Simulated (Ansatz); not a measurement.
# AlO: the cost of one run

Program: Ansatz 0.2.0. Level of theory: DFT PBE, scalar-relativistic, plane waves, PAW. These are calculated values, not measurements.

2 further runs of the same task are left out: 1 that didn't finish, 1 set aside as unsound or not needed.

## 1. Starting point

Symmetry: Pmmm, No. 47, orthorhombic system. Conventional cell: a = 2.947 Å, b = 3.836 Å, c = 14.000 Å, α = 90.00°, β = 90.00°, γ = 90.00°. Al (site symmetry mmm) has 4 O at 2.42 Å as nearest neighbours. O (site symmetry mmm) has 4 Al at 2.42 Å as nearest neighbours.

As a file:

```cif
data_structure
_symmetry_space_group_name_H-M 'Pmmm'
_symmetry_Int_Tables_number 47
_cell_length_a 2.9468
_cell_length_b 3.8357
_cell_length_c 14.0000
_cell_angle_alpha 90.000
_cell_angle_beta 90.000
_cell_angle_gamma 90.000
_cell_volume 158.24
loop_
_atom_site_label
_atom_site_type_symbol
_atom_site_symmetry_multiplicity
_atom_site_Wyckoff_symbol
_atom_site_fract_x
_atom_site_fract_y
_atom_site_fract_z
_atom_site_occupancy
Al1 Al 1 h 0.50000 0.50000 0.50000 1
O1 O 1 c 0.00000 0.00000 0.50000 1
```

A structure generator made this guess: random sheet by layer group and Wyckoff sites. Lengths come from tabulated atomic sizes and are only a guess.

It is a sheet, periodic along a and b, with vacuum along c; volumes and pressures of the box carry no meaning, and space groups named for it are those of the box.

## 2. A first look at the guess

The input, input.yaml:

```yaml
crystal:
  lattice:
    - [2.946844, 0.0, 0.0]
    - [0.0, 3.835662, 0.0]
    - [0.0, 0.0, 14.0]
  atoms:
    - { symbol: Al, position: [0.5, 0.5, 0.5] }
    - { symbol: O, position: [0.0, 0.0, 0.5] }
  periodic: [true, true, false]
basis:
  ecutwfc: 420
kpoints:
  mp_grid: { grid: [6, 4, 1] }
hamiltonian:
  xc: pbe
scf:
  occupations: { method: gaussian, width: 0.1 }
  lower_state_search: "off"
output:
  forces: true
  stress: true
  eigenvalues: true
```

Command:

```sh
> ansatz run input.yaml --threads 1 --pin off --max-ram 2048MiB --backend cpu --events-out ev --progress --plain --runs-dir out
```

Q: Estimate wall time and peak memory on 1 thread of Arm Neoverse V2, shared host.

About 2.1 s, with a peak of 0.37 GiB.
